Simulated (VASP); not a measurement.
# CaSe (Fm-3m) in VASP: notebook, part 2 of 2

VASP 6.6.1. The steps go on from the part before.

## 4. Relaxation of cell and atoms, PBE, target pressure 2 GPa, at which the enthalpy is minimised

This run uses another cell than the first one, of 25.83 Å³/atom.

INCAR

```
PREC     = Accurate       # precision mode
ENCUT    = 600            # plane-wave cutoff, eV
EDIFF    = 1E-6           # SCF threshold, eV
ISMEAR   = -1             # smearing method
SIGMA    = 0.05           # smearing width, eV
LREAL    = F              # projectors in reciprocal space
LASPH    = T              # aspherical terms in the spheres
NELM     = 100            # most SCF steps
ALGO     = Normal         # electronic algorithm
ISIF     = 3              # what is computed and relaxed
LWAVE    = F              # write WAVECAR
LCHARG   = F              # write CHGCAR
GGA      = PE             # functional
IBRION   = 2              # ionic algorithm
NSW      = 80             # ionic steps
EDIFFG   = -0.02          # ionic threshold
PSTRESS  = 20.0
```

KPOINTS

```
Automatic mesh
0
Gamma
  8 8 8
```

POSCAR

```
CaSe
1.0
    0.0000000000      2.9560000000      2.9560000000
    2.9560000000      0.0000000000      2.9560000000
    2.9560000000      2.9560000000      0.0000000000
Se Ca
1 1
Direct
    0.5000000000      0.5000000000      0.5000000000
    0.0000000000      0.0000000000      0.0000000000
```

Potentials or basis: VASP PAW PBE potentials, release 64 (Se, Ca_sv).

Run with:

```console
cat potpaw_PBE.64/Se/POTCAR potpaw_PBE.64/Ca_sv/POTCAR > POTCAR
mpirun -np 1 vasp_std > vasp.out
```

OUTCAR:

```text
PREC = Accurate
   ENCUT = 600
   EDIFF = 1E-6
   ISMEAR = -1
   LREAL = F
   LASPH = T
   NELM = 100
   ISIF = 3
   GGA = PE
   IBRION = 2
   NSW = 80
   EDIFFG = -0.02
   PSTRESS = 20.0

 ion  position               nearest neighbor table
   1  0.500  0.500  0.500-   2 2.96   2 2.96   2 2.96   2 2.96   2 2.96   2 2.96
   2  0.000  0.000  0.000-   1 2.96   1 2.96   1 2.96   1 2.96   1 2.96   1 2.96

  LATTYP: Found a face centered cubic cell.
 ALAT       =     5.9120000000

  Lattice vectors:

 A1 = (   0.0000000000,   2.9560000000,   2.9560000000)
 A2 = (   2.9560000000,   0.0000000000,   2.9560000000)
 A3 = (   2.9560000000,   2.9560000000,   0.0000000000)

Analysis of symmetry for initial positions (statically):
=====================================================================
 Subroutine PRICEL returns:
 Original cell was already a primitive cell.

[... 182 lines left out ...]
      2     -18.2804      2.00000
      3     -18.2804      2.00000
      4     -18.2804      2.00000
      5      -9.3468      2.00000
      6       2.4579      2.00000
      7       2.4579      2.00000
      8       2.4579      2.00000
      9       5.8086      0.00000
     10       6.1638      0.00000
     11       6.1638      0.00000
     12       6.1638      0.00000
[... 420 lines left out ...]
--------------------------------------- Ionic step        3  -------------------------------------------

 number of electron      16.0000000 magnetization

 Free energy of the ion-electron system (eV)
  ---------------------------------------------------
  ext. energy  EPLUGINS =         0.00000000
  ---------------------------------------------------
  free energy    TOTEN  =        -9.47391549 eV

  energy without entropy =       -9.47391549  energy(sigma->0) =       -9.47391549

 E-fermi :   3.5282     XC(G=0):  -9.2117

 val. band max:        2.5394287423   @ k =   0.0000   0.0000   0.0000
 cond. band min:       4.5307824009   @ k =   0.5000   0.5000   0.0000
 fundamental gap:      1.9913536586
 Fermi energy:         3.5281567978

 k-point     1 :       0.0000    0.0000    0.0000
  band No.  band energies     occupation
      1     -37.1693      2.00000
      2     -18.1660      2.00000
      3     -18.1660      2.00000
      4     -18.1660      2.00000
      5      -9.3064      2.00000
      6       2.5394      2.00000
      7       2.5394      2.00000
      8       2.5394      2.00000
      9       5.9535      0.00000
     10       6.2407      0.00000
     11       6.2407      0.00000
     12       6.2407      0.00000
[... 378 lines left out ...]
  energy  without entropy=       -9.4739154903  energy(sigma->0) =       -9.47391549

  enthalpy is  TOTEN    =        -8.8365346983 eV   P V=        0.6373807920

 reached required accuracy - stopping structural energy minimisation
```

OSZICAR:

```text
N       E                     dE             d eps       ncg     rms          rms(c)
DAV:   1     0.116775278924E+03    0.11678E+03   -0.83840E+03   696   0.137E+03
[... 23 lines left out ...]
DAV:   1    -0.947478631500E+01   -0.30221E-02   -0.25441E-02   756   0.172E+00    0.171E-01
DAV:   2    -0.947413498188E+01    0.65133E-03   -0.17995E-03   840   0.431E-01    0.914E-02
DAV:   3    -0.947391331694E+01    0.22166E-03   -0.11476E-03  1204   0.306E-01    0.311E-02
DAV:   4    -0.947391316593E+01    0.15101E-06   -0.30435E-05   844   0.717E-02    0.171E-02
DAV:   5    -0.947391455531E+01   -0.13894E-05   -0.18058E-05  1192   0.339E-02    0.291E-03
DAV:   6    -0.947391563473E+01   -0.10794E-05   -0.95842E-07   628   0.120E-02    0.155E-03
DAV:   7    -0.947391549036E+01    0.14437E-06   -0.15001E-07   440   0.341E-03
   3 F= -.88365347E+01 E0= -.88365347E+01  d E =-.120322E-02
```

It took 30 s on 1 thread of Intel Xeon 6975P-C (Granite Rapids), shared host; peak memory 0.21 GiB.

Results:

```yaml
Free_energy: -9.4739 eV
Relaxed_volume: 25.53 Å³/atom
Relaxed_cell: a = 4.164 Å, b = 4.164 Å, c = 4.164 Å, α = 60.00°, β = 60.00°, γ = 60.00°
Space_group_after_relaxing_to_0.1_Å: Fm-3m (No. 225)
Energy_change_on_relaxing_the_run_minimises_the_enthalpy: +3.1 meV/atom
Ionic_steps: 3
Pressure_after_relaxing: 2.0 GPa
Band_gap_on_the_k_mesh: 1.99 eV (least direct gap 2.94 eV)
```

Step by step:
| step | energy change (eV) | largest force (eV/Å) | pressure (GPa) | volume (Å³) |
| --- | --- | --- | --- | --- |
| 1 | 0.0000 | 0.0000 | 1.36 | 51.66 |
| 2 | 0.0084 | 0.0000 | 2.18 | 50.89 |
| 3 | 0.0063 | 0.0000 | 2.00 | 51.06 |

Final structure:
```xyz
2
Lattice="0.0000 2.9445 2.9445 2.9445 0.0000 2.9445 2.9445 2.9445 0.0000" Properties=species:S:1:pos:R:3 pbc="T T T"
Se    2.9445    2.9445    2.9445
Ca    0.0000    0.0000    0.0000
```

Caveat: the cell is relaxed towards a set pressure, so the run minimises the enthalpy, not the energy. A k mesh can miss the band edges.

## 5. The runs side by side

```csv
task,cell,cutoff (eV),gap on the mesh (eV),pressure (GPa)
single point,"a = 4.213 Å, angles 60.0°, 2 atoms",520,2.07,0.1
relaxation of cell and atoms,"relaxed from a = 4.180 Å, angles 60.0°, 2 atoms",600,2.08,0.0
relaxation of cell and atoms,"relaxed to 2 GPa from a = 4.180 Å, angles 60.0°, 2 atoms",600,1.99,2.0
```

Alike in all rows: level PBE; potentials or basis VASP PAW PBE potentials, release 64 (Se, Ca_sv); no spin polarisation; k mesh 8 × 8 × 8; smearing fermi-dirac 0.05 eV.

Caveats: the cell is relaxed towards a set pressure, so the run minimises the enthalpy, not the energy (at least some runs).

Absolute energies hang on the potentials; compare differences alone.

## 6. Comparison with measurements

Step 2. Against the measured gap of CaSe, 3.85 eV (indirect; 2 K; a printed reference work, monograph, original work of 1988), the calculated 2.07 eV is off by -1.78 eV. Spin-orbit coupling on Se is left out. The value is that of PBE on a finite k mesh, which can miss the band edges, without temperature or zero-point motion. Semilocal functionals fall short of measured gaps as a rule.
